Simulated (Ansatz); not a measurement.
Piezoelectric tensor of BN

These are results of Ansatz, DFT PBE, scalar-relativistic, plane waves, PAW, not measurements. Settings: 420 eV plane-wave cutoff, Γ-centred 12×12×6 mesh, fixed occupations. No spin polarisation.

Relaxed structure:
```
B N
1.0
     2.55453    0.00000    0.00000
    -1.27726    2.21229    0.00000
     0.00000    0.00000    4.22453
B N
2 2
Direct
  0.33333 0.66667 0.31269
  0.66667 0.33333 0.81269
  0.66667 0.33333 0.18731
  0.33333 0.66667 0.68731
```

The cell has the wurtzite type, in a space group that the Crystallography Open Database lists for this formula; it was reached from a generator's guess.

(1) Give the relaxed-ion proper piezoelectric stress tensor e_iJ (C/m², Voigt columns xx yy zz yz xz xy).

(2) With the elastic constants (GPa, Voigt order)
```
 922.8  128.8   58.0    0.0    0.0    0.0
 128.8  922.8   58.0    0.0    0.0    0.0
  57.9   57.9 1007.6    0.0    0.0    0.0
   0.0    0.0    0.0  329.9    0.0    0.0
   0.0    0.0    0.0    0.0  329.9    0.0
   0.0    0.0    0.0    0.0    0.0  397.0
```
find the strain coefficients d = e·C⁻¹ (pC/N).

Results:

(1)
```
x    0.00  0.00  0.00  0.00  0.38  0.00
y    0.00  0.00  0.00  0.38  0.00  0.00
z    0.40  0.40 -1.09  0.00  0.00  0.00
```
Signs follow the orientation of the cell as given.

(2)
```
x    0.00  0.00  0.00  0.00  1.15  0.00
y    0.00  0.00  0.00  1.15  0.00  0.00
z    0.44  0.44 -1.14  0.00  0.00  0.00
```
